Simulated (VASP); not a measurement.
# HgSe (F-43m) in VASP: further runs, part 3 of 3

VASP 6.6.1. Earlier steps stand in the parts before.

## Step 12: Equation of state, PBE, 26.38 Å³/atom (volume scaled by 0.94)

INCAR reads:

```
ALGO = Normal
EDIFF = 1E-7
ENCUT = 520
GGA = PE
ISIF = 2
ISMEAR = -1
LASPH = T
LCHARG = F
LREAL = F
LWAVE = F
NBANDS = 16
NELM = 100
PREC = Accurate
SIGMA = 0.05
```

KPOINTS reads:

```
k-points
0
Gamma
  8 8 8
```

POSCAR reads:

```
HgSe
1.0
    0.0000000000      2.9769621844      2.9769621844
    2.9769621844      0.0000000000      2.9769621844
    2.9769621844      2.9769621844      0.0000000000
Hg Se
1 1
Direct
    0.0000000000      0.0000000000      0.0000000000
    0.7500000000      0.7500000000      0.7500000000
```

Potentials or basis: VASP PAW PBE potentials, release 64 (Hg, Se).

Run with:

```bash
> cat potpaw_PBE.64/Hg/POTCAR potpaw_PBE.64/Se/POTCAR > POTCAR
> mpirun -np 1 vasp_std > vasp.out
```

Run time: 20 s. Hardware: 1 thread of Intel Xeon Platinum 8488C (Sapphire Rapids), shared host; peak memory 0.18 GiB.

The run converged. Its results:

```yaml
Free_energy: -3.8552 eV
Pressure: 9.8 GPa
Band_gap_on_the_k_mesh: none (metal or under the smearing width)
```

## Step 13: Equation of state, PBE, 26.94 Å³/atom (volume scaled by 0.96)

Changes to INCAR since step 12:

```diff
@@ -11,3 +11,3 @@
 NBANDS = 16
-NELM = 100
+NELM = 60
 PREC = Accurate
```

KPOINTS is that of step 12.

POSCAR reads:

```
HgSe
1.0
    0.0000000000      2.9979273976      2.9979273976
    2.9979273976      0.0000000000      2.9979273976
    2.9979273976      2.9979273976      0.0000000000
Hg Se
1 1
Direct
    0.0000000000      0.0000000000      0.0000000000
    0.7500000000      0.7500000000      0.7500000000
```

Run with:

```bash
> cat potpaw_PBE.64/Hg/POTCAR potpaw_PBE.64/Se/POTCAR > POTCAR
> mpirun -np 1 vasp_std > vasp.out
```

Run time: 20 s. Hardware: 1 thread of Intel Xeon Platinum 8488C (Sapphire Rapids), shared host; peak memory 0.18 GiB.

The run converged. Its results:

```yaml
Free_energy: -3.9177 eV
Pressure: 8.0 GPa
Band_gap_on_the_k_mesh: none (metal or under the smearing width)
```

## Step 14: Equation of state, PBE, 27.51 Å³/atom (volume scaled by 0.98)

INCAR reads:

```
SYSTEM = HgSe
ALGO = Normal
EDIFF = 1E-7
ENCUT = 520
GGA = PE
ISIF = 2
ISMEAR = -1
LASPH = .True.
LCHARG = .False.
LREAL = .False.
LWAVE = .False.
NBANDS = 16
NELM = 60
PREC = Accurate
SIGMA = 0.05
```

KPOINTS reads:

```
k-points
0
Gamma
  8 8 8
  0 0 0
```

POSCAR reads:

```
HgSe
1.0
    0.0000000000      3.0186034123      3.0186034123
    3.0186034123      0.0000000000      3.0186034123
    3.0186034123      3.0186034123      0.0000000000
Hg Se
1 1
Direct
    0.0000000000      0.0000000000      0.0000000000
    0.7500000000      0.7500000000      0.7500000000
```

Run with:

```bash
> cat potpaw_PBE.64/Hg/POTCAR potpaw_PBE.64/Se/POTCAR > POTCAR
> mpirun -np 1 vasp_std > vasp.out
```

Run time: 20 s. Hardware: 1 thread of Intel Xeon Platinum 8488C (Sapphire Rapids), shared host; peak memory 0.18 GiB.

Results (log left out):

```
Free energy            : -3.9685 eV
Pressure               : 6.4 GPa
Band gap on the k mesh : none (metal or under the smearing width)
```

## Step 15: Equation of state, PBE, 28.63 Å³/atom (volume scaled by 1.02)

INCAR reads:

```
  PREC = Accurate
  ENCUT = 520
  EDIFF = 1E-7
  ISMEAR = -1
  SIGMA = 0.05
  LREAL = False
  LASPH = True
  NELM = 60
  ALGO = Normal
  ISIF = 2
  LWAVE = False
  LCHARG = False
  GGA = PE
  NBANDS = 16
```

KPOINTS reads:

```
regular mesh
0
Gamma
  8 8 8
```

POSCAR reads:

```
HgSe
1.0
    0.0000000000      3.0591264144      3.0591264144
    3.0591264144      0.0000000000      3.0591264144
    3.0591264144      3.0591264144      0.0000000000
Hg Se
1 1
Direct
    0.0000000000      0.0000000000      0.0000000000
    0.7500000000      0.7500000000      0.7500000000
```

Potentials or basis: VASP PAW PBE potentials, release 64 (Hg, Se).

Run with:

```bash
> cat potpaw_PBE.64/Hg/POTCAR potpaw_PBE.64/Se/POTCAR > POTCAR
> mpirun -np 1 vasp_std > vasp.out
```

Run time: 20 s. Hardware: 1 thread of Intel Xeon Platinum 8488C (Sapphire Rapids), shared host; peak memory 0.18 GiB.

Results (log left out):

| Item | Value |
| --- | --- |
| Free energy | -4.0399 eV |
| Pressure | 3.8 GPa |
| Band gap on the k mesh | none (metal or under the smearing width) |

## Step 16: Equation of state, PBE, 29.19 Å³/atom (volume scaled by 1.04)

INCAR reads:

```
SYSTEM = HgSe
PREC = Accurate
ENCUT = 520
EDIFF = 1E-7
ISMEAR = -1
SIGMA = 0.05
LREAL = .FALSE.
LASPH = .TRUE.
NELM = 60
ALGO = Normal
ISIF = 2
LWAVE = .FALSE.
LCHARG = .FALSE.
GGA = PE
NBANDS = 16
```

KPOINTS reads:

```
regular mesh
0
G
  8 8 8
  0 0 0
```

POSCAR reads:

```
HgSe
1.0
    0.0000000000      3.0789914282      3.0789914282
    3.0789914282      0.0000000000      3.0789914282
    3.0789914282      3.0789914282      0.0000000000
Hg Se
1 1
Direct
    0.0000000000      0.0000000000      0.0000000000
    0.7500000000      0.7500000000      0.7500000000
```

Run with:

```bash
> cat potpaw_PBE.64/Hg/POTCAR potpaw_PBE.64/Se/POTCAR > POTCAR
> mpirun -np 1 vasp_std > vasp.out
```

Run time: 18 s. Hardware: 1 thread of Intel Xeon Platinum 8488C (Sapphire Rapids), shared host; peak memory 0.18 GiB.

It converged, with:

* Free energy: -4.0625 eV
* Pressure: 2.6 GPa
* Band gap on the k mesh: none (metal or under the smearing width)

## Step 17: Equation of state, PBE, 29.75 Å³/atom (volume scaled by 1.06)

INCAR reads:

```
ALGO = Normal ; EDIFF = 1E-7
ENCUT = 520 ; GGA = PE
ISIF = 2 ; ISMEAR = -1
LASPH = True ; LCHARG = False
LREAL = False ; LWAVE = False
NBANDS = 16 ; NELM = 100
PREC = Accurate ; SIGMA = 0.05
```

KPOINTS reads:

```
k-points
0
Gamma
  8 8 8
```

POSCAR reads:

```
HgSe
1.0
    0.0000000000      3.0986033673      3.0986033673
    3.0986033673      0.0000000000      3.0986033673
    3.0986033673      3.0986033673      0.0000000000
Hg Se
1 1
Direct
    0.0000000000      0.0000000000      0.0000000000
    0.7500000000      0.7500000000      0.7500000000
```

Run with:

```bash
> cat potpaw_PBE.64/Hg/POTCAR potpaw_PBE.64/Se/POTCAR > POTCAR
> mpirun -np 1 vasp_std > vasp.out
```

Run time: 28 s. Hardware: 1 thread of Intel Xeon Platinum 8488C (Sapphire Rapids), shared host; peak memory 0.21 GiB.

Results (log left out):

```yaml
Free_energy: -4.0776 eV
Pressure: 1.6 GPa
Band_gap_on_the_k_mesh: none (metal or under the smearing width)
```

## Step 18: Equation of state, PBE

Potentials or basis: VASP PAW PBE potentials, release 64 (Hg, Se).

No new run: the results of the series are fitted here.

Results:

```
Equilibrium volume : 30.83 Å³/atom (rough: see the caveat)
Bulk modulus       : 43 GPa (rough)
```

Energy against volume, from the lowest point:
| volume (Å³/atom) | energy (meV/atom) |
| --- | --- |
| 26.383 | 111.24 |
| 26.944 | 79.99 |
| 27.505 | 54.58 |
| 28.067 | 34.39 |
| 28.628 | 18.89 |
| 29.189 | 7.57 |
| 29.751 | 0.00 |

Caveat: the minimum lies outside the volumes run.

## Step 19: Overview

| task | level | cell | ladder | gap on the mesh (eV) | pressure (GPa) |
| --- | --- | --- | --- | --- | --- |
| single point | PBEsol | as given | free | none | 1.8 |
| equation of state | PBEsol | as given | free | - | - |
| single point | PBE | as given | - | none | 5.0 |
| single point | PBE | atoms moved at random, drawn with an rms of 0.05 Å | - | none | 5.0 |
| equation of state | PBE | as given | - | - | - |

Alike in all rows: potentials or basis VASP PAW PBE potentials, release 64 (Hg, Se); no spin polarisation; k mesh 8 × 8 × 8; cutoff (eV) 520; smearing fermi-dirac 0.05 eV.

Caveats: the PAW data sets were made with another functional, which shifts forces and pressure a little (some runs); the minimum lies outside the volumes run (some runs).

Total energies depend on the potentials used, so only differences within one code and one set of settings carry meaning.

## Step 20: How close it comes

Step 9. Measured bulk modulus of HgSe: 51.6 GPa (quoted in “The pseudo-binary mercury chalcogenide alloy HgSe0.7S0.3 at high pressure: a mechanism of the zinc blende/cinnabar reconstructive phase transition”, 2002, arxiv:cond-mat/0209548). This calculation gives 51 GPa (-0.2 %). The fit is for a static lattice scaled at fixed shape and fixed fractional positions.
